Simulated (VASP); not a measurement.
# BN (F-43m) in VASP: further runs

One crystal, BN, is run at these levels: PBEsol, RPBE, revPBE, BLYP, AM05; tasks: relaxation of cell and atoms.

All numbers are computed with VASP 6.6.1; they aren't measurements. Logs are shortened: lines on timing, memory, paths and dates and some standing lists are left out, and cuts for length are marked.

**1. The crystal as given**

It takes space group F-43m (No. 216, cubic). The conventional cell has a = 3.626 Å, b = 3.626 Å, c = 3.626 Å, α = 90.00°, β = 90.00°, γ = 90.00°. N (site symmetry -43m) has 4 B at 1.57 Å as nearest neighbours. Around B (site symmetry -43m) lie 4 N at 1.57 Å.

The cell is a database's computed one.

**2. Relaxation of cell and atoms, PBEsol**

Input file INCAR:

```
ALGO = Normal ; EDIFF = 1E-7
EDIFFG = -0.01 ; ENCUT = 600
GGA = PS ; IBRION = 2
ISIF = 3 ; ISMEAR = -1
LASPH = T ; LCHARG = F
LREAL = F ; LWAVE = F
NELM = 100 ; NSW = 40
PREC = Accurate ; SIGMA = 0.05
```

Input file KPOINTS:

```
k-points
0
Gamma
  13 13 13
```

Input file POSCAR:

```
BN
1.0
    0.0000000000      1.8130010000      1.8130010000
    1.8130010000      0.0000000000      1.8130010000
    1.8130010000      1.8130010000      0.0000000000
N B
1 1
Direct
    0.2500000000      0.2500000000      0.2500000000
    0.0000000000      0.0000000000      0.0000000000
```

Potentials or basis: VASP PAW PBE potentials, release 64 (N, B).

Started as:

```bash
cat potpaw_PBE.64/N/POTCAR potpaw_PBE.64/B/POTCAR > POTCAR
mpirun -np 1 vasp_std > vasp.out
```

OUTCAR:

```text
EDIFF = 1E-7
   EDIFFG = -0.01
   ENCUT = 600
   GGA = PS
   IBRION = 2
   ISIF = 3
   ISMEAR = -1
   LASPH = T
   LREAL = F
   NELM = 100
   NSW = 40
   PREC = Accurate

 ion  position               nearest neighbor table
   1  0.250  0.250  0.250-   2 1.57   2 1.57   2 1.57   2 1.57
   2  0.000  0.000  0.000-   1 1.57   1 1.57   1 1.57   1 1.57

  LATTYP: Found a face centered cubic cell.
 ALAT       =     3.6260020000

  Lattice vectors:

 A1 = (   0.0000000000,   1.8130010000,   1.8130010000)
 A2 = (   1.8130010000,   0.0000000000,   1.8130010000)
 A3 = (   1.8130010000,   1.8130010000,   0.0000000000)

Analysis of symmetry for initial positions (statically):
=====================================================================
 Subroutine PRICEL returns:
 Original cell was already a primitive cell.

 Routine SETGRP: Setting up the symmetry group for a
 face centered cubic supercell.

 Subroutine GETGRP returns: Found 24 space group operations
 (whereof 24 operations were pure point group operations)
 out of a pool of 48 trial point group operations.

The static configuration has the point symmetry T_d .

Analysis of symmetry for dynamics (positions and initial velocities):
=====================================================================
 Subroutine PRICEL returns:
 Original cell was already a primitive cell.

 Routine SETGRP: Setting up the symmetry group for a
 face centered cubic supercell.

 Subroutine GETGRP returns: Found 24 space group operations
 (whereof 24 operations were pure point group operations)
 out of a pool of 48 trial point group operations.

The dynamic configuration has the point symmetry T_d .

 Subroutine INISYM returns: Found 24 space group operations
 (whereof 24 operations are pure point group operations),
 and found     1 'primitive' translations

----------------------------------------------------------------------------------------

                                     Primitive cell

  volume of cell :      11.9186

  direct lattice vectors                    reciprocal lattice vectors
     0.000000000  1.813001000  1.813001000    -0.275785838  0.275785838  0.275785838
     1.813001000  0.000000000  1.813001000     0.275785838 -0.275785838  0.275785838
     1.813001000  1.813001000  0.000000000     0.275785838  0.275785838 -0.275785838

  length of vectors
[... 98 lines left out ...]
   EFERMI_NEDOS =   21; number of points for ismear=-14 and -15
   IALGO  =     38    algorithm
   IMIX   =      4    mixing-type and parameters
     AMIX     =   0.40;   BMIX     =  1.00
     AMIX_MAG =   1.60;   BMIX_MAG =  1.00
  volume/ion in A,a.u.               =       5.96        40.22
  Fermi-wavevector in a.u.,A,eV,Ry     =   1.433387  2.708709 27.954506  2.054598
  Thomas-Fermi vector in A             =   2.552911
   LORBIT       =      0    0 simple, 1 ext, 2 COOP (PROOUT), +10 PAW based schemes
   GGA     = PS    functional components
   LHFCALC =     F    Hartree Fock is set to
   AEXX    =    0.0000 exact exchange contribution
   IVDW    =     0    specifies the selected vdW correction
   LEPSILON=     F    determine dielectric tensor
   LRPA    =     F    only Hartree local field effects (RPA)
 conjugate gradient relaxation of ions
 non-spin polarized calculation
  energy-cutoff  :      600.00
  volume of cell :       11.92
 maximum number of plane-waves:       411
   NGX = 11   NGY = 11   NGZ = 11

--------------------------------------- Ionic step        1  -------------------------------------------

 number of electron       7.9999999 magnetization

 Free energy of the ion-electron system (eV)
  ---------------------------------------------------
  ext. energy  EPLUGINS =         0.00000000
  ---------------------------------------------------
  free energy    TOTEN  =       -18.34773670 eV

  energy without entropy =      -18.34773670  energy(sigma->0) =      -18.34773670

------------------------ aborting loop because EDIFF is reached ----------------------------------------

  FORCE on cell =-STRESS in cart. coord.  units (eV):
  Direction    XX          YY          ZZ          XY          YZ          ZX
  --------------------------------------------------------------------------------------
  -------------------------------------------------------------------------------------
  Total       -0.4487842     -0.4487842     -0.4487842     -0.0000000      0.0000000      0.0000000
  in kB      -60.3287044    -60.3287044    -60.3287044     -0.0000000      0.0000000      0.0000000
  external PRESSURE =     -60.3287044 kB  Pullay stress =       0.0000000 kB
[... 59 lines left out ...]
--------------------------------------- Ionic step        3  -------------------------------------------

 number of electron       7.9999999 magnetization

 Free energy of the ion-electron system (eV)
  ---------------------------------------------------
  ext. energy  EPLUGINS =         0.00000000
  ---------------------------------------------------
  free energy    TOTEN  =       -18.35136410 eV

  energy without entropy =      -18.35136410  energy(sigma->0) =      -18.35136410

 E-fermi :   8.4392     XC(G=0): -13.0501

 val. band max:        7.4478719695   @ k =   0.0000   0.0000   0.0000
 cond. band min:      11.8086333144   @ k =   0.4615   0.4615   0.0000
 fundamental gap:      4.3607613448
 Fermi energy:         8.4391515644

 k-point     1 :       0.0000    0.0000    0.0000
  band No.  band energies     occupation
      1     -12.8842      2.00000
      2       7.4479      2.00000
      3       7.4479      2.00000
      4       7.4479      2.00000
      5      16.2419      0.00000
      6      16.2419      0.00000
      7      16.2419      0.00000
      8      17.8282      0.00000
[... 243 lines left out ...]
 k-point    24 :       0.4615    0.1538    0.0000
  band No.  band energies     occupation
      1      -8.8401      2.00000
      2      -1.9396      2.00000
      3       4.1485      2.00000
      4       4.5787      2.00000
      5      16.2564      0.00000
      6      19.5948      0.00000
      7      19.9551      0.00000
      8      22.1010      0.00000

 [... further k-points ...]

------------------------ aborting loop because EDIFF is reached ----------------------------------------

  FORCE on cell =-STRESS in cart. coord.  units (eV):
  Direction    XX          YY          ZZ          XY          YZ          ZX
  --------------------------------------------------------------------------------------
  -------------------------------------------------------------------------------------
  Total       -0.0008837     -0.0008837     -0.0008837      0.0000000      0.0000000     -0.0000000
  in kB       -0.1207168     -0.1207168     -0.1207168      0.0000000      0.0000000     -0.0000000
  external PRESSURE =      -0.1207168 kB  Pullay stress =       0.0000000 kB
[... 17 lines left out ...]
  FREE ENERGIE OF THE ION-ELECTRON SYSTEM (eV)
  ---------------------------------------------------
  free  energy   TOTEN  =       -18.3513640992 eV

  energy  without entropy=      -18.3513640992  energy(sigma->0) =      -18.35136410

 reached required accuracy - stopping structural energy minimisation
```

OSZICAR:

```text
N       E                     dE             d eps       ncg     rms          rms(c)
DAV:   1     0.124120206483E+02    0.12412E+02   -0.55661E+03  1384   0.110E+03
DAV:   2    -0.190274005742E+02   -0.31439E+02   -0.30638E+02  1880   0.201E+02
DAV:   3    -0.192786347551E+02   -0.25123E+00   -0.25123E+00  1608   0.207E+01
[... 22 lines left out ...]
DAV:   3    -0.183514306052E+02    0.20345E-03   -0.52834E-04  1560   0.240E-01    0.529E-02
DAV:   4    -0.183513658302E+02    0.64775E-04   -0.89404E-05  1576   0.851E-02    0.149E-02
DAV:   5    -0.183513644623E+02    0.13679E-05   -0.27989E-06  1656   0.152E-02    0.897E-03
DAV:   6    -0.183513640717E+02    0.39057E-06   -0.12889E-07  1008   0.520E-03    0.316E-04
DAV:   7    -0.183513640992E+02   -0.27488E-07   -0.76535E-09   680   0.972E-04
   3 F= -.18351364E+02 E0= -.18351364E+02  d E =-.362740E-02
```

Wall time 10 s (1 thread of AMD EPYC 9R45 (Zen 5), shared host); peak memory 0.09 GiB.

What came out:

- Free energy: -18.3514 eV
- Relaxed volume: 5.86 Å³/atom
- Relaxed cell: a = 2.550 Å, b = 2.550 Å, c = 2.550 Å, α = 60.00°, β = 60.00°, γ = 60.00°
- Space group after relaxing (to 0.05 Å): F-43m (No. 216)
- Energy gained by relaxing: 1.8 meV/atom
- Ionic steps: 3
- Pressure after relaxing: 0.0 GPa
- Band gap on the k mesh: 4.36 eV, indirect (least direct gap 8.79 eV)

Step by step:
| step | energy change (eV) | largest force (eV/Å) | pressure (GPa) | volume (Å³) |
| --- | --- | --- | --- | --- |
| 1 | 0.0000 | 0.0000 | -6.03 | 11.92 |
| 2 | 0.0003 | 0.0000 | 6.62 | 11.54 |
| 3 | -0.0036 | 0.0000 | -0.01 | 11.73 |

Final structure:
```xyz
2
Lattice="0.0000 1.8033 1.8033 1.8033 0.0000 1.8033 1.8033 1.8033 0.0000" Properties=species:S:1:pos:R:3 pbc="T T T"
N     0.9017    0.9017    0.9017
B     0.0000    0.0000    0.0000
```

Levels at points of the mesh, in eV from the valence-band top:
```
           k point  band 2  band 3  band 4  band 5  band 6  band 7
(0.00, 0.00, 0.00)    0.00    0.00    0.00    8.79    8.79    8.79
```

Caveat: the PAW data sets were made with another functional, which shifts forces and pressure a little; an odd mesh through Γ misses points on the zone boundary, where band edges often lie.

**3. Relaxation of cell and atoms, RPBE**

INCAR, as its differences from that of step 2:

```diff
@@ -2,3 +2,3 @@
 EDIFFG = -0.01 ; ENCUT = 600
-GGA = PS ; IBRION = 2
+GGA = RP ; IBRION = 2
 ISIF = 3 ; ISMEAR = -1
```

KPOINTS is that of step 2.

POSCAR is that of step 2.

Potentials or basis: VASP PAW PBE potentials, release 64 (N, B).

Started as:

```bash
cat potpaw_PBE.64/N/POTCAR potpaw_PBE.64/B/POTCAR > POTCAR
mpirun -np 1 vasp_std > vasp.out
```

Run time: 11 s. Hardware: 1 thread of AMD EPYC 9R45 (Zen 5), shared host; peak memory 0.09 GiB.

Results (log left out):

```
Free energy                            : -16.6297 eV
Relaxed volume                         : 6.05 Å³/atom
Relaxed cell                           : a = 2.577 Å, b = 2.577 Å, c = 2.577 Å, α = 60.00°, β = 60.00°, γ = 60.00°
Space group after relaxing (to 0.05 Å) : F-43m (No. 216)
Energy gained by relaxing              : 1.5 meV/atom
Ionic steps                            : 3
Pressure after relaxing                : 0.0 GPa
Band gap on the k mesh                 : 4.54 eV, indirect (least direct gap 8.76 eV)
```

The path:
| step | energy change (eV) | largest force (eV/Å) | pressure (GPa) | volume (Å³) |
| --- | --- | --- | --- | --- |
| 1 | 0.0000 | 0.0000 | 5.43 | 11.92 |
| 2 | -0.0001 | 0.0000 | -5.05 | 12.27 |
| 3 | -0.0029 | 0.0000 | 0.00 | 12.09 |

Final structure:
```xyz
2
Lattice="0.0000 1.8219 1.8219 1.8219 0.0000 1.8219 1.8219 1.8219 0.0000" Properties=species:S:1:pos:R:3 pbc="T T T"
N     0.9110    0.9110    0.9110
B     0.0000    0.0000    0.0000
```

Levels at points of the mesh, in eV from the valence-band top:
```tsv
k point	band 1	band 2	band 3	band 4	band 5	band 6	band 7	band 8
(0.00, 0.00, 0.00)	-20.03	0.00	0.00	0.00	8.76	8.76	8.76	9.96
```

Caveat: the PAW data sets were made with another functional, which shifts forces and pressure a little; an odd mesh through Γ misses points on the zone boundary, where band edges often lie.

**4. Relaxation of cell and atoms, revPBE**

INCAR, as its differences from that of step 3:

```diff
@@ -2,3 +2,3 @@
 EDIFFG = -0.01 ; ENCUT = 600
-GGA = RP ; IBRION = 2
+GGA = RE ; IBRION = 2
 ISIF = 3 ; ISMEAR = -1
```

KPOINTS is that of step 3.

POSCAR is that of step 3.

Started as:

```bash
cat potpaw_PBE.64/N/POTCAR potpaw_PBE.64/B/POTCAR > POTCAR
mpirun -np 1 vasp_std > vasp.out
```

Wall time 10 s (1 thread of AMD EPYC 9R45 (Zen 5), shared host); peak memory 0.09 GiB.

The run converged. Its results:

```
Free energy                            : -16.7763 eV
Relaxed volume                         : 6.02 Å³/atom
Relaxed cell                           : a = 2.573 Å, b = 2.573 Å, c = 2.573 Å, α = 60.00°, β = 60.00°, γ = 60.00°
Space group after relaxing (to 0.05 Å) : F-43m (No. 216)
Energy gained by relaxing              : 0.8 meV/atom
Ionic steps                            : 3
Pressure after relaxing                : 0.0 GPa
Band gap on the k mesh                 : 4.53 eV, indirect (least direct gap 8.77 eV)
```

Step by step:
| step | energy change (eV) | largest force (eV/Å) | pressure (GPa) | volume (Å³) |
| --- | --- | --- | --- | --- |
| 1 | 0.0000 | 0.0000 | 4.04 | 11.92 |
| 2 | -0.0001 | 0.0000 | -3.83 | 12.18 |
| 3 | -0.0016 | 0.0000 | 0.00 | 12.05 |

Final structure:
```
CELL_PARAMETERS angstrom
0.00000 1.81960 1.81960
1.81960 0.00000 1.81960
1.81960 1.81960 0.00000
ATOMIC_POSITIONS crystal
N 0.25000 0.25000 0.25000
B 0.00000 0.00000 0.00000
```

Levels at points of the mesh, in eV from the valence-band top:
```csv
k point,band 1,band 2,band 3,band 4,band 5,band 6,band 7,band 8
"(0.00, 0.00, 0.00)",-20.06,0.00,0.00,0.00,8.77,8.77,8.77,10.02
```

Caveat: the PAW data sets were made with another functional, which shifts forces and pressure a little; an odd mesh through Γ misses points on the zone boundary, where band edges often lie.

**5. Relaxation of cell and atoms, BLYP**

INCAR, as its differences from that of step 4:

```diff
@@ -1,4 +1,6 @@
+AGGAC = 1.0 ; AGGAX = 1.0
+ALDAC = 0.0 ; ALDAX = 1.0
 ALGO = Normal ; EDIFF = 1E-7
 EDIFFG = -0.01 ; ENCUT = 600
-GGA = RE ; IBRION = 2
+GGA = B5 ; IBRION = 2
 ISIF = 3 ; ISMEAR = -1
```

KPOINTS is that of step 4.

POSCAR is that of step 4.

Started as:

```bash
cat potpaw_PBE.64/N/POTCAR potpaw_PBE.64/B/POTCAR > POTCAR
mpirun -np 1 vasp_std > vasp.out
```

Wall time 21 s (1 thread of AMD EPYC 9R45 (Zen 5), shared host); peak memory 0.09 GiB.

Results (log left out):

```
Free energy                            : -16.4142 eV
Relaxed volume                         : 6.06 Å³/atom
Relaxed cell                           : a = 2.578 Å, b = 2.578 Å, c = 2.578 Å, α = 60.00°, β = 60.00°, γ = 60.00°
Space group after relaxing (to 0.05 Å) : F-43m (No. 216)
Energy gained by relaxing              : 1.8 meV/atom
Ionic steps                            : 3
Pressure after relaxing                : 0.0 GPa
Band gap on the k mesh                 : 4.91 eV, indirect (least direct gap 8.81 eV)
```

Step by step:
```tsv
step	energy change (eV)	largest force (eV/Å)	pressure (GPa)	volume (Å³)
1	0.0000	0.0000	6.00	11.92
2	-0.0003	0.0000	-5.46	12.31
3	-0.0036	0.0000	-0.01	12.12
```

Final structure:
```
N B
1.0
     0.00000    1.82291    1.82291
     1.82291    0.00000    1.82291
     1.82291    1.82291    0.00000
N B
1 1
Direct
  0.25000 0.25000 0.25000
  0.00000 0.00000 0.00000
```

Levels at points of the mesh, in eV from the valence-band top:
| k point | band 2 | band 3 | band 4 | band 5 | band 6 | band 7 |
| --- | --- | --- | --- | --- | --- | --- |
| (0.00, 0.00, 0.00) | 0.00 | 0.00 | 0.00 | 8.81 | 8.81 | 8.81 |

Caveat: the PAW data sets were made with another functional, which shifts forces and pressure a little; an odd mesh through Γ misses points on the zone boundary, where band edges often lie.

**6. Relaxation of cell and atoms, AM05**

Input file INCAR:

```
ALGO = Normal ; EDIFF = 1E-7
EDIFFG = -0.01 ; ENCUT = 600
GGA = AM ; IBRION = 2
ISIF = 3 ; ISMEAR = -1
LASPH = T ; LCHARG = F
LREAL = F ; LWAVE = F
NELM = 100 ; NSW = 40
PREC = Accurate ; SIGMA = 0.05
```

KPOINTS is that of step 5.

POSCAR is that of step 5.

Potentials or basis: VASP PAW PBE potentials, release 64 (N, B).

Started as:

```bash
cat potpaw_PBE.64/N/POTCAR potpaw_PBE.64/B/POTCAR > POTCAR
mpirun -np 1 vasp_std > vasp.out
```

Run time: 13 s. Hardware: 1 thread of AMD EPYC 9R45 (Zen 5), shared host; peak memory 0.09 GiB.

The run converged. Its results:

```yaml
Free_energy: -18.0903 eV
Relaxed_volume: 5.85 Å³/atom
Relaxed_cell: a = 2.549 Å, b = 2.549 Å, c = 2.549 Å, α = 60.00°, β = 60.00°, γ = 60.00°
Space_group_after_relaxing_to_0.05_Å: F-43m (No. 216)
Energy_gained_by_relaxing: 2.2 meV/atom
Ionic_steps: 3
Pressure_after_relaxing: 0.0 GPa
Band_gap_on_the_k_mesh: 4.38 eV, indirect (least direct gap 8.78 eV)
```

Step by step:
```tsv
step	energy change (eV)	largest force (eV/Å)	pressure (GPa)	volume (Å³)
1	0.0000	0.0000	-6.62	11.92
2	0.0003	0.0000	7.27	11.50
3	-0.0044	0.0000	-0.02	11.71
```

Final structure:
```yaml
crystal:
  lattice:
    - [0.00000, 1.80236, 1.80236]
    - [1.80236, 0.00000, 1.80236]
    - [1.80236, 1.80236, 0.00000]
  atoms:
    - { symbol: N, position: [0.25000, 0.25000, 0.25000] }
    - { symbol: B, position: [0.00000, 0.00000, 0.00000] }
```

Levels at points of the mesh, in eV from the valence-band top:
```tsv
k point	band 2	band 3	band 4	band 5	band 6	band 7
(0.00, 0.00, 0.00)	0.00	0.00	0.00	8.78	8.78	8.78
```

Caveat: the PAW data sets were made with another functional, which shifts forces and pressure a little; an odd mesh through Γ misses points on the zone boundary, where band edges often lie.

**7. For comparison**

An earlier run on the cell as given: functional PBEsol; potentials or basis VASP PAW PBE potentials, release 64 (N, B); cutoff 520 eV; k mesh 13 × 13 × 13; occupations fermi-dirac, width 0.05 eV; no spin polarisation.

* Pressure: -5.7 GPa
* Band gap on the k mesh: 4.34 eV, indirect (least direct gap 8.72 eV)

**8. Overview**

```csv
task,level,cell,cutoff (eV),ladder,gap on the mesh (eV),pressure (GPa),relaxed volume (Å³/atom)
relaxation of cell and atoms,PBEsol,relaxed,600,-,4.36,0.0,5.86
relaxation of cell and atoms,RPBE,relaxed,600,-,4.54,0.0,6.05
relaxation of cell and atoms,revPBE,relaxed,600,-,4.53,0.0,6.02
relaxation of cell and atoms,BLYP,relaxed,600,-,4.91,0.0,6.06
relaxation of cell and atoms,AM05,relaxed,600,-,4.38,0.0,5.85
single point,PBEsol,as given,520,free,4.34,-5.7,-
```

Alike in all rows: potentials or basis VASP PAW PBE potentials, release 64 (N, B); no spin polarisation; k mesh 13 × 13 × 13; smearing fermi-dirac 0.05 eV.

Caveats: the PAW data sets were made with another functional, which shifts forces and pressure a little; an odd mesh through Γ misses points on the zone boundary, where band edges often lie.

Absolute energies hang on the potentials; compare differences alone.
